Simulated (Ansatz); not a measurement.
# Zn on a Se site in ZnSe

Method: Ansatz 0.2.0, DFT PBE, scalar-relativistic, plane waves, PAW. Settings: 420 eV cutoff, 2×2×2 k-mesh, shifted by half a step, Gaussian smearing of 0.01 eV, collinear spin in charge -1 alone.

Host crystal, relaxed:

```
Zn Se
1.0
     0.00000    2.86588    2.86588
     2.86588    0.00000    2.86588
     2.86588    2.86588    0.00000
Zn Se
1 1
Direct
  0.00000 0.00000 0.00000
  0.75000 0.75000 0.75000
```

Supercell of 32 atoms, rows in host cell vectors: -3 1 1; 1 1 -3; 1 -3 1. Atoms relax at the host's cell from a start displaced at random by 0.05 Å near the defect, so other minima may exist. The cell is small, so energies carry finite-size errors of tenths of an eV. The host's Kohn–Sham gap is 1.15 eV. Atoms are taken from and returned to the elements' standard states. Charged cells are corrected for image charges with the computed static dielectric tensor (mean 10.8) and aligned with the host's potential at far atoms (alignment terms reach 0.06 eV; the program doubts the alignment in some charges, where it is up to 0.06 eV). No band-filling term is added, and the Fermi level counts from the host's valence band top.

Starting moments were lost in some runs.

Defect: Zn on a Se site at (0.750, 0.750, 0.750) of the host cell.

(1) What is the formation energy of the neutral defect?

(2) Does the neutral defect carry a moment, and how do its surroundings relax?

(3) Charges 0, -1, -2 were computed. Which is stable where in the gap?

## Answers

(1) 3.96 eV.

(2) The neutral run had no spin polarisation, so a moment wasn't tested. The nearest neighbours before are 4 Zn at 2.48 Å; after relaxation the atoms near the site are 3 Zn at 2.50 Å, 1 Zn at 2.51 Å; the largest move is 0.84 Å.

(3) Among the charges computed the stable one is 0 at the valence band top and stays so across the gap. In charge -1, -2 the extra carrier would gain by moving to a band edge of the host, so it isn't bound in the gap. In charge -1 the cell has partly filled bands: a level of the defect may be part filled, the carrier may sit in the host's bands, or levels may cross between the k points, so transitions that involve it are doubtful. Levels between neighbouring charges: (0/-1) 1.59 eV, (-1/-2) 2.15 eV.